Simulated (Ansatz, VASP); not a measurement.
## One calculation of BN, two programs

```
B N
1.0
     0.00000    1.87162    1.74023
     1.74023    0.00000    1.74023
     1.74023    1.87162    0.00000
B N
1 1
Direct
  0.00000 0.00000 0.00000
  0.75000 0.75000 0.75000
```

Alike in both runs: task single point; functional PBE; k mesh 12 × 12 × 12; occupations gaussian, width 0.05 eV; no spin polarisation.

|  | VASP | Ansatz |
| --- | --- | --- |
| version | VASP 6.6.1 | Ansatz 0.2.0 |
| potentials or method | VASP PAW PBE potentials, release 64 (B, N) | scalar-relativistic, plane waves, PAW |
| plane-wave cutoff (eV) | 520 | 520 |
| valence electrons in the cell | 8 | 8 |

```csv
,VASP,Ansatz,Ansatz less VASP
gap on the k mesh at the Fermi level (eV),3.82,3.83,+0.013
least direct gap on the mesh (eV),8.61,8.62,+0.012
pressure (GPa),20.3,19.9,-0.33
largest component of the traceless stress (GPa),34.27,34.26,-0.011
```

Caveats: so large a pressure means that the cell lies far from this level's equilibrium, or that cutoff or potentials fall short (VASP). A k mesh can miss the band edges.
